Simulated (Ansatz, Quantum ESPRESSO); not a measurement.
This is a calculation of Re for Quantum ESPRESSO 7.5. 

pw.in

```
&CONTROL
  calculation = 'scf'
  prefix = 'pwscf'
  outdir = './tmp'
  pseudo_dir = './pseudo'
  tprnfor = .true.
  tstress = .true.
  disk_io = 'low'
/
&SYSTEM
  ibrav = 0
  celldm(1) = 8
  nat = 4
  ntyp = 1
  ecutwfc = 45
  ecutrho = 360
  nbnd = 40
  occupations = 'smearing'
  smearing = 'fd'
  degauss = 0.00367493
/
&ELECTRONS
  conv_thr = 8d-10
  electron_maxstep = 120
  mixing_beta = 0.5
/
ATOMIC_SPECIES
Re   186.2070 re_pbesol_v1.2.uspp.F.UPF
CELL_PARAMETERS alat
  0.6534643161360   0.0000000000000   0.0000000000000
 -0.3267321580562   0.5659166982342   0.0000000000000
  0.0000000000000   0.0000000000000   2.1114961528546
ATOMIC_POSITIONS crystal
Re     0.6666666667    0.3333333333    0.7500000000
Re     0.0000000000    0.0000000000    0.5000000000
Re     0.3333333333    0.6666666667    0.2500000000
Re     0.0000000000    0.0000000000    0.0000000000
K_POINTS automatic
11 11 3 0 0 0
```

pp_density.in

```
&INPUTPP
  prefix = 'pwscf'
  outdir = './tmp'
  filplot = 'density.dat'
  plot_num = 0
/
&PLOT
  nfile = 1
  filepp(1) = 'density.dat'
  iflag = 3
  output_format = 6
  fileout = 'density.cube'
/
```

Contents of pp_potential.in:

```
&INPUTPP
  prefix = 'pwscf'
  outdir = './tmp'
  filplot = 'potential.dat'
  plot_num = 11
/
&PLOT
  nfile = 1
  filepp(1) = 'potential.dat'
  iflag = 3
  output_format = 6
  fileout = 'potential.cube'
/
```

Potentials or basis: GBRV 1.5 PBEsol.

Launch:

```console
$ OMP_NUM_THREADS=1 mpirun -n 2 pw.x -nk 2 -in pw.in > pw.out
$ OMP_NUM_THREADS=1 mpirun -n 1 pp.x -in pp_density.in > pp_density.out
$ OMP_NUM_THREADS=1 mpirun -n 1 pp.x -in pp_potential.in > pp_potential.out
```

**Question.** What does the same run look like in Ansatz 0.2.0? Potentials or basis there: all-electron LAPW, scalar-relativistic.

**Answer.** As run (cutoffs and basis follow the program's own potentials, and thresholds, step limits or extra output files can differ):

The input input.yaml:

```yaml
crystal:
  lattice:
    - [2.7663873939, 0.0, 0.0]
    - [-1.3831936969, 2.3957617598, 0.0]
    - [0.0, 0.0, 8.93884516]
  atoms:
    - { symbol: Re, position: [0.6666666667, 0.3333333333, 0.75] }
    - { symbol: Re, position: [0.0, 0.0, 0.5] }
    - { symbol: Re, position: [0.3333333333, 0.6666666667, 0.25] }
    - { symbol: Re, position: [0.0, 0.0, 0.0] }
kpoints:
  mp_grid: { grid: [11, 11, 3] }
scf:
  occupations: { method: fermi_dirac, width: 0.05 }
hamiltonian:
  xc: pbesol
  pseudopotentials: { kind: all_electron, lapw: { basis_error: 0.001 } }
output:
  forces: true
  stress: true
  eigenvalues: true
  populations: true
```

Potentials or basis: all-electron LAPW, scalar-relativistic.

The run is started by

```bash
$ ansatz run input.yaml --threads 2 --pin off --max-ram 8192MiB --backend cpu --events-out ev --progress --plain --runs-dir out
```

Both were run:

|  | Quantum ESPRESSO | Ansatz |
| --- | --- | --- |
| Pressure | -6.8 GPa | -6.7 GPa |

Where Ansatz's input types no cutoff or centring, it takes its own default and a Γ-centred mesh.

Pressure is positive in compression.
